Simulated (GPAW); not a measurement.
# TaN (Fm-3m) in GPAW: settings compared

The runs below take TaN through band structure, equation of state, with SCAN, C09-vdW, PBE, RPBE+D3(BJ).

Program: GPAW 26.7.0. These are calculated values, not measurements. Logs are shortened: lines on timing, memory, paths and dates and some standing lists are left out, and cuts for length are marked. The log counts tension as positive stress, the text compression.

## 1. The structure

The structure is cubic, space group Fm-3m (No. 225). Conventional cell: a = 4.423 Å, b = 4.423 Å, c = 4.423 Å, α = 90.00°, β = 90.00°, γ = 90.00°. Ta (site symmetry m-3m) is surrounded by 6 N at 2.21 Å. N (site symmetry m-3m) has 6 Ta at 2.21 Å as nearest neighbours.

The cell comes from a database or a generator and needn't be the stable form of this composition.

## 2. Band structure, SCAN, spin-orbit coupling, no magnetisation

run.py

```python
import numpy as np
from ase.dft.bandgap import bandgap
from ase.io import read, write
from ase.units import GPa
from gpaw import GPAW, PW
from gpaw.spinorbit import soc_eigenstates

atoms = read('TaN.cif')

calc = GPAW(mode=PW(800),
            xc='MGGA_X_SCAN+MGGA_C_SCAN',
            kpts={'size': (8, 8, 8), 'gamma': True},
            occupations={'name': 'fermi-dirac', 'width': 0.05},
            nbands=19,
            convergence={'density': 1e-05, 'energy': 1e-05},
            maxiter=150,
            txt='gpaw.txt')
atoms.calc = calc
energy = atoms.get_potential_energy()
forces = atoms.get_forces()
stress = atoms.get_stress()
calc.write('gs.gpw')
write('result.traj', atoms)
print(f'Energy: {energy:.6f} eV')
print('Forces (eV/A):')
print(forces.round(4))
print('Stress (GPa):', (stress / GPa).round(3))
print('Fermi level:', round(calc.get_fermi_level(), 4), 'eV')
print(f'Gap: {bandgap(calc)[0]:.4f} eV, direct: {bandgap(calc, direct=True)[0]:.4f} eV')

path = atoms.cell.bandpath('GXWKGLUWLK,UX', npoints=60, eps=1e-4)
bs_calc = calc.fixed_density(kpts=path, symmetry='off', nbands=28,
                             convergence={'bands': 'CBM+6.0', 'eigenstates': 1e-6}, txt='bands.txt')
bs = bs_calc.band_structure()
bs.write('bs.json')
print(f'Gap on the path: {bandgap(bs_calc)[0]:.4f} eV')

soc = soc_eigenstates(bs_calc, theta=90, phi=0, ignore_xc_potential=True)
np.savetxt('soc_bands.dat', soc.eigenvalues(), fmt='%.4f')
mesh = soc_eigenstates('gs.gpw', theta=90, phi=0, ignore_xc_potential=True)
np.savetxt('soc_mesh.dat', mesh.eigenvalues(), fmt='%.4f')
print('Fermi level with spin-orbit coupling:', round(mesh.fermi_level, 4), 'eV')
```

TaN.cif

```cif
data_TaN
_cell_length_a 3.12728298
_cell_length_b 3.12728298
_cell_length_c 3.12728298
_cell_angle_alpha 60.00000000
_cell_angle_beta 60.00000000
_cell_angle_gamma 60.00000000
_space_group_name_H-M_alt 'P1'
_space_group_name_Hall 'P 1'
_space_group_IT_number 1
loop_
_space_group_symop_operation_xyz
'x,y,z'
loop_
_atom_site_label
_atom_site_type_symbol
_atom_site_symmetry_multiplicity
_atom_site_Wyckoff_symbol
_atom_site_fract_x
_atom_site_fract_y
_atom_site_fract_z
_atom_site_occupancy
Ta1 Ta 1 a 0.5000000000 0.5000000000 0.5000000000 1
N1 N 1 a 0.0000000000 0.0000000000 0.0000000000 1
```

Potentials or basis: GPAW PAW data sets (gpaw-data 1.2.1), pw.

Command:

```bash
$ OMP_NUM_THREADS=1 python run.py
```

gpaw.txt:

```text
__  _  _
 | _ |_)|_||  |
 |__||  | ||/\| - 26.7.0

Input parameters:
  mode=PW(ecut=800.0),
  convergence={'density': 1e-05, 'energy': 1e-05},
  kpts=MonkhorstPack(size=(8, 8, 8), gamma=True),
  maxiter=150,
  nbands=19,
  occupations=Occupations(name='fermi-dirac', width=0.05),
  xc=XC(name='MGGA_X_SCAN+MGGA_C_SCAN')

Diagonalizing LCAO Hamiltonian
Converting LCAO to pw mode

                 Ta

       N

Atoms  # Å, Bohr magnetons
|   | symbol |        x |        y |        z |    initial magnetic moments |
|---|--------|----------|----------|----------|-----------------------------|
| 0 |     Ta | 3.127283 | 1.805538 | 1.276708 | ( 0.0000,  0.0000,  0.0000) |
| 1 |      N | 0.000000 | 0.000000 | 0.000000 | ( 0.0000,  0.0000,  0.0000) |

Unit cell  # Å
| periodic |        x |        y |        z |  lengths |    angles |
|----------|----------|----------|----------|----------|-----------|
|      yes | 3.127283 | 0.000000 | 0.000000 | 3.127283 | 60.000000 |
|      yes | 1.563641 | 2.708307 | 0.000000 | 3.127283 | 60.000000 |
|      yes | 1.563641 | 0.902769 | 2.553416 | 3.127283 | 60.000000 |

Number of symmetries: 48
Symmetry operations  # r_c * U_cc + t_c -> r_c
|    | kind |            matrix            |
|----|------|------------------------------|
|  0 |  σ   |  1, 0, 0,  1, 0,-1,  1,-1, 0 |
|  1 |  C2  |  1, 0, 0,  1,-1, 0,  1, 0,-1 |
|  2 |  E   |  1, 0, 0,  0, 1, 0,  0, 0, 1 |
|  3 |  σ   |  1, 0, 0,  0, 0, 1,  0, 1, 0 |
|  4 |  C4  |  1, 0,-1,  1, 0, 0,  1,-1, 0 |
|  5 |  S6  |  1, 0,-1,  1,-1, 0,  1, 0, 0 |
|  6 |  σ   |  1, 0,-1,  0, 1,-1,  0, 0,-1 |
|  7 |  C3  |  1, 0,-1,  0, 0,-1,  0, 1,-1 |
|  8 |  S6  |  1,-1, 0,  1, 0, 0,  1, 0,-1 |
|  9 |  C4  |  1,-1, 0,  1, 0,-1,  1, 0, 0 |
| 10 |  C3  |  1,-1, 0,  0,-1, 1,  0,-1, 0 |
| 11 |  σ   |  1,-1, 0,  0,-1, 0,  0,-1, 1 |
| 12 |  σ   |  0, 1, 0,  1, 0, 0,  0, 0, 1 |
| 13 |  C4  |  0, 1, 0,  0, 1,-1, -1, 1, 0 |
| 14 |  C3  |  0, 1, 0,  0, 0, 1,  1, 0, 0 |
| 15 |  S6  |  0, 1, 0, -1, 1, 0,  0, 1,-1 |
| 16 |  C2  |  0, 1,-1,  1, 0,-1,  0, 0,-1 |
| 17 |  σ   |  0, 1,-1,  0, 1, 0, -1, 1, 0 |
| 18 |  S4  |  0, 1,-1,  0, 0,-1,  1, 0,-1 |
| 19 |  C4  |  0, 1,-1, -1, 1, 0,  0, 1, 0 |
| 20 |  C3  |  0, 0, 1,  1, 0, 0,  0, 1, 0 |
| 21 |  σ   |  0, 0, 1,  0, 1, 0,  1, 0, 0 |
| 22 |  S6  |  0, 0, 1,  0,-1, 1, -1, 0, 1 |
| 23 |  C4  |  0, 0, 1, -1, 0, 1,  0,-1, 1 |
| 24 |  S4  |  0, 0,-1,  1, 0,-1,  0, 1,-1 |
| 25 |  C3  |  0, 0,-1,  0, 1,-1,  1, 0,-1 |
| 26 |  C2  |  0, 0,-1,  0,-1, 0, -1, 0, 0 |
| 27 |  S6  |  0, 0,-1, -1, 0, 0,  0,-1, 0 |
| 28 |  S4  |  0,-1, 1,  1,-1, 0,  0,-1, 0 |
| 29 |  C4  |  0,-1, 1,  0, 0, 1, -1, 0, 1 |
| 30 |  C2  |  0,-1, 1,  0,-1, 0,  1,-1, 0 |
| 31 |  σ   |  0,-1, 1, -1, 0, 1,  0, 0, 1 |
| 32 |  C3  |  0,-1, 0,  1,-1, 0,  0,-1, 1 |
| 33 |  S6  |  0,-1, 0,  0, 0,-1, -1, 0, 0 |
| 34 |  S4  |  0,-1, 0,  0,-1, 1,  1,-1, 0 |
| 35 |  C2  |  0,-1, 0, -1, 0, 0,  0, 0,-1 |
| 36 |  C2  | -1, 1, 0,  0, 1, 0,  0, 1,-1 |
| 37 |  S6  | -1, 1, 0,  0, 1,-1,  0, 1, 0 |
| 38 |  S4  | -1, 1, 0, -1, 0, 1, -1, 0, 0 |
| 39 |  C3  | -1, 1, 0, -1, 0, 0, -1, 0, 1 |
| 40 |  S6  | -1, 0, 1,  0, 0, 1,  0,-1, 1 |
| 41 |  C2  | -1, 0, 1,  0,-1, 1,  0, 0, 1 |
| 42 |  C3  | -1, 0, 1, -1, 1, 0, -1, 0, 0 |
| 43 |  S4  | -1, 0, 1, -1, 0, 0, -1, 1, 0 |
| 44 |  C2  | -1, 0, 0,  0, 0,-1,  0,-1, 0 |
| 45 |  i   | -1, 0, 0,  0,-1, 0,  0, 0,-1 |
| 46 |  σ   | -1, 0, 0, -1, 1, 0, -1, 0, 1 |
| 47 |  C2  | -1, 0, 0, -1, 0, 1, -1, 1, 0 |

BZ-sampling:
  Number of BZ points: 512
  Number of IBZ points: 29

  Monkhorst-Pack size: [8, 8, 8]
  Monkhorst-Pack shift: [0.0625, 0.0625, 0.0625]

K-points  # in reciprocal-cell coordinates
|     |                                coordinates |     weight |
|-----|--------------------------------------------|------------|
|   0 | (  0.00000000,   0.00000000,   0.00000000) | 0.00195312 |
|   1 | (  0.12500000,   0.12500000,   0.00000000) | 0.01171875 |
|   2 | (  0.12500000,   0.12500000,   0.12500000) | 0.01562500 |
|   3 | (  0.25000000,   0.12500000,   0.12500000) | 0.02343750 |
|   4 | (  0.25000000,   0.25000000,   0.00000000) | 0.01171875 |
|   5 | (  0.25000000,   0.25000000,   0.12500000) | 0.04687500 |
|   6 | (  0.25000000,   0.25000000,   0.25000000) | 0.01562500 |
|   7 | (  0.37500000,   0.25000000,  -0.37500000) | 0.04687500 |
|   8 | (  0.37500000,   0.25000000,   0.12500000) | 0.04687500 |
|   9 | (  0.37500000,   0.25000000,   0.25000000) | 0.04687500 |
| ... |                                            |            |
|  28 | (  0.50000000,   0.50000000,   0.50000000) | 0.00781250 |

Plane wave coefficients: 1139
Cutoff: 800.0 eV

Spin-components: 1 (collinear spins)
Bands:           19
Projectors:      11
Spin-degeneracy: 2
Datatype:        complex128

Parallelization:
  kpt:    1
  domain: 1
  band:   1

Density:
  Valence electrons: 18.0
  Components: 1
  Grid points: [21 21 21]
  Charge: 0.0  # |e|

Potential:
  Grid points: [21 21 21]

species:
  Ta:
    name:    Tantalum
    Z:       73.0
    valence: 13
    core:    60
    charge:  0.0  # [|e|]
    compensation charges:
      type: gauss
      rc: 0.42  # [Å]
      lmax: 2
    cutoffs:
      filter: 2.36  # [Å]
      core: 3.45  # [Å]
    projectors
    | kind |    occ | energy [eV] | rcut [Å] |
    |------|--------|-------------|----------|
    |   5s |  2.000 |     -72.790 |    1.365 |
    |   6s |  2.000 |      -5.429 |    1.365 |
    |   5p |  6.000 |     -39.427 |    1.349 |
    |   6p |  0.000 |      -1.396 |    1.349 |
    |   5d |  3.000 |      -3.603 |    1.307 |
    |    d |        |      23.609 |    1.307 |

    Using partial waves for Ta as LCAO basis

  N:
    name:    Nitrogen
    Z:       7.0
    valence: 5
    core:    2
    charge:  0.0  # [|e|]
    compensation charges:
      type: gauss
      rc: 0.18  # [Å]
      lmax: 2
    cutoffs:
      filter: 1.11  # [Å]
      core: 0.96  # [Å]
    projectors
    | kind |    occ | energy [eV] | rcut [Å] |
    |------|--------|-------------|----------|
    |   2s |  2.000 |     -18.583 |    0.603 |
    |   2p |  3.000 |      -7.089 |    0.529 |
    |    s |        |       8.629 |    0.603 |
    |    p |        |      20.123 |    0.529 |
    |    d |        |       0.000 |    0.577 |

    Using partial waves for N as LCAO basis

Reference energy: -425654.162905  # eV

eigensolver:
  PPCG
  Converge bands: occupied
  niter=2

density mixing:
  MSR1-Mixer
  Pratt-step length: 0.05
  Maximum mixing coefficient: 0.75
  Old densities: 10
  SVD Regularization: 0.005
  Good broyden scale: 1.0
  Trust region scale: 1.0
  Backstep threshold: 4.0
  History deletion threshold: 6.0
  Fourier metric: weight=20.0, sigma=0.015

occupation numbers:
  Fermi-Dirac:
    width: 0.0500  # eV

poisson solver:
  ecut: 6400.0  # eV

xc functional:
  name: MGGA_X_SCAN+MGGA_C_SCAN with 2 nearest neighbor stencil

convergence criteria:
- Maximum integral of absolute [dens]ity change: 1e-05 electrons / valence electron
- Maximum [total energy] change in last 3 cyles: 1e-05 eV / valence electron
- Maximum integral of absolute [eigenst]ate change: 4e-08 eV^2 / valence electron
maximum number of iterations: 150

SCF iterations
|iter     | |      energy | eigst |  dens |
|---------|-|-------------|-------|-------|
|iter:   1| |  -60.211188 | +0.32 |       |
|iter:   2| |  -55.632900 | -1.49 | -0.95 |
|iter:   3| |  -54.907242 | -1.50 | -1.04 |
|iter:   4| |  -54.927769 | -1.78 | -1.43 |
|iter:   5| |  -54.964956 | -2.32 | -1.82 |
|iter:   6| |  -54.966270 | -3.78 | -2.44 |
|iter:   7| |  -54.966267 | -5.77 | -3.49 |
|iter:   8| |  -54.966247c| -6.66 | -3.80 |
|iter:   9| |  -54.966246c| -8.13c| -4.76 |
|iter:  10| |  -54.966245c| -8.26c| -5.42c|

Converged in 10 steps
Energy contributions relative to reference atoms: (reference = -425654.162905)

Energy contributions:
  Kinetic:          14.773449
  Coulomb:         -15.302935
  Zero:             -0.161526
  External:          0.000000
  Xc:              -54.271943
  Entropy:          -0.006581
  Spinorbit:         0.000000
  ----------------------------
  Free energy:     -54.969536
  Extrapolated:    -54.966245

dipole moment: (-15.527023, -8.964531, -6.338881)  # |e|*Ang

Fermi level: 15.262
Eigenvalues  # (at kpt = [0.000, 0.000, 0.000])
| band index |      eig [eV] | occ [0-2] |
|------------|---------------|-----------|
|          0 |       -55.363 |     2.000 |
|        ... |               |           |
|          3 |       -21.272 |     2.000 |
|          4 |        -4.659 |     2.000 |
|          5 |        11.163 |     2.000 |
|          6 |        11.165 |     2.000 |
|          7 |        11.165 |     2.000 |
|          8 |        13.080 |     2.000 |
[... 8 lines left out ...]
|         17 |        39.628 |     0.000 |
|         18 |        42.520 |     0.000 |

No gap
No difference between direct/indirect transitions

Forces  # eV/Ang
|        x |       y |        z |
|----------|---------|----------|
|  0.00000 | 0.00000 |  0.00000 |  # Ta   0
| -0.00000 | 0.00000 | -0.00000 |  # N    1

Stress tensor  # eV/Ang^3
|         x |         y |         z |
|-----------|-----------|-----------|
|  0.060910 | -0.000000 | -0.000000 |
| -0.000000 |  0.060910 | -0.000000 |
| -0.000000 | -0.000000 |  0.060910 |

# Writing to gs.gpw (mode='')
```

Wall time 97 s (1 thread of Arm Neoverse V1, shared host); peak memory 0.37 GiB.

What came out:

```yaml
Free_energy: -54.9695 eV
Pressure: -9.8 GPa
Band_gap_along_the_path: none (metal or under the smearing width)
```

Levels at the corners of the path, in eV from the Fermi level:
| point | band 14 | band 15 | band 16 | band 17 | band 18 | band 19 | band 20 | band 21 | band 22 | band 23 |
| --- | --- | --- | --- | --- | --- | --- | --- | --- | --- | --- |
| Γ | -3.97 | -3.97 | -3.97 | -2.31 | -2.31 | -2.31 | -2.31 | -1.92 | -1.92 | 0.13 |
| X | -5.53 | -5.00 | -5.00 | -4.63 | -4.63 | 2.09 | 2.09 | 3.08 | 3.08 | 3.69 |
| W | -7.39 | -6.66 | -6.66 | -0.31 | -0.31 | -0.15 | -0.15 | 3.27 | 3.27 | 4.21 |
| K | -7.06 | -6.35 | -6.35 | -2.29 | -2.29 | 2.23 | 2.23 | 2.60 | 2.60 | 4.61 |
| Γ | -3.97 | -3.97 | -3.97 | -2.31 | -2.31 | -2.31 | -2.31 | -1.92 | -1.92 | 0.13 |
| L | -7.89 | -7.81 | -7.81 | 1.68 | 1.68 | 1.74 | 1.74 | 2.20 | 2.20 | 3.97 |
| U | -7.06 | -6.35 | -6.35 | -2.29 | -2.29 | 2.23 | 2.23 | 2.60 | 2.60 | 4.61 |
| W | -7.39 | -6.66 | -6.66 | -0.31 | -0.31 | -0.15 | -0.15 | 3.27 | 3.27 | 4.21 |
| L | -7.89 | -7.81 | -7.81 | 1.68 | 1.68 | 1.74 | 1.74 | 2.20 | 2.20 | 3.97 |
| K | -7.06 | -6.35 | -6.35 | -2.29 | -2.29 | 2.23 | 2.23 | 2.60 | 2.60 | 4.61 |
| U | -7.06 | -6.35 | -6.35 | -2.29 | -2.29 | 2.23 | 2.23 | 2.60 | 2.60 | 4.61 |
| X | -5.53 | -5.00 | -5.00 | -4.63 | -4.63 | 2.09 | 2.09 | 3.08 | 3.08 | 3.69 |

Caveat: spin-orbit coupling was added after a scalar SCF, so levels and gaps hold it while energy, forces, pressure and moments don't; this program's spin-orbit splittings come out too wide for heavy elements; the PAW data sets were made with another functional, which shifts forces and pressure a little.

[end of part 1 of 2]
